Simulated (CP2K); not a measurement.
The system is KCl.

```xyz
2
Lattice="3.8392 0.0000 0.0000 0.0000 3.8392 0.0000 0.0000 0.0000 3.8392" Properties=species:S:1:pos:R:3 pbc="T T T"
K     0.0000    0.0000    0.0000
Cl    1.9196    1.9196    1.9196
```

Measurements of this composition are mostly on another form, of space group No. 225.

Base run:

| Property | Result |
| --- | --- |
| Program | CP2K 2026.2 |
| Functional | PBE |
| Potentials or basis | POTENTIAL_UZH K GTH-PBE-q9, Cl GTH-PBE-q7; ccGRB-D basis |
| Density cutoff | 6803 eV |
| k mesh | 7 × 7 × 7 |
| Occupations | fermi-dirac, width 0.05 eV |
| Spin | no spin polarisation |

Its results: band gap on the k mesh 4.81 eV, indirect (least direct gap 5.00 eV); pressure 0.9 GPa.

Task: The run is repeated on the same cell with these changes: potentials or basis from POTENTIAL_UZH K GTH-PBE-q9, Cl GTH-PBE-q7; ccGRB-D basis to POTENTIAL_UZH K GTH-PBE-q9, Cl GTH-PBE-q7; DZVP-MOLOPT-PBE-GTH basis; basis sets from K ccGRB-D-q9, Cl ccGRB-D-q7 to K DZVP-MOLOPT-PBE-GTH-q9, Cl DZVP-MOLOPT-PBE-GTH-q7. What comes out?

Result: Band gap on the k mesh 4.80 eV, indirect (least direct gap 4.98 eV); pressure 0.0 GPa.

Caveats: an odd mesh through Γ misses points on the zone boundary, where band edges often lie; the basis of atomic orbitals isn't converged, which shifts pressures, moduli and gaps.
